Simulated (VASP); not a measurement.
## Tm under changes of volume

One of the cells (31.219 Å³/atom); the others are scaled copies at fixed shape and fractional positions:

```
Tm
1.0
    -1.98360    1.98360    1.98360
     1.98360   -1.98360    1.98360
     1.98360    1.98360   -1.98360
Tm
1
Direct
  0.00000 0.00000 0.00000
```

This isn't the form of Tm at room conditions, which is hcp.

- Program: VASP 6.6.1
- Functional: PBE
- Potentials or basis: VASP PAW PBE potentials, release 64 (Tm)
- Cutoff: 520 eV
- k mesh: 10 × 10 × 10
- Occupations: fermi-dirac, width 0.05 eV
- Spin: collinear spin, ferromagnetic start
- Starting moments: [2.0] μB

| volume (Å³/atom) | energy over the lowest point (meV/atom) | pressure (GPa) | moment (μB per cell) |
| --- | --- | --- | --- |
| 28.771 | 65.48 | 5.1 | 1.16 |
| 29.383 | 48.10 | 4.1 | 1.15 |
| 29.995 | ? | ? | ? |
| 31.219 | 12.43 | 2.2 | 1.13 |
| 31.831 | 5.20 | 1.8 | 1.12 |
| 32.444 | 0.00 | 1.0 | 1.12 |

Q: What does the run at 29.995 Å³/atom give?

A: Energy over the lowest point 33.66 meV/atom; pressure 3.6 GPa; moment 1.15 μB per cell.

Worked out: A Birch-Murnaghan fit of order 3 (a polynomial in V^(-2/3)) to the other rows has no minimum within the range. It gives 33.64 meV/atom at 29.995 Å³/atom, against the run's 33.66, and -dE/dV = 3.4 GPa, against 3.6. A straight line through the other rows of the moment, of slope -0.0113 μB per Å³/atom, gives 1.14 μB, against the run's 1.15.

Energies are extrapolated to zero smearing.

Caveats: the magnetic or orbital state may not be the lowest.
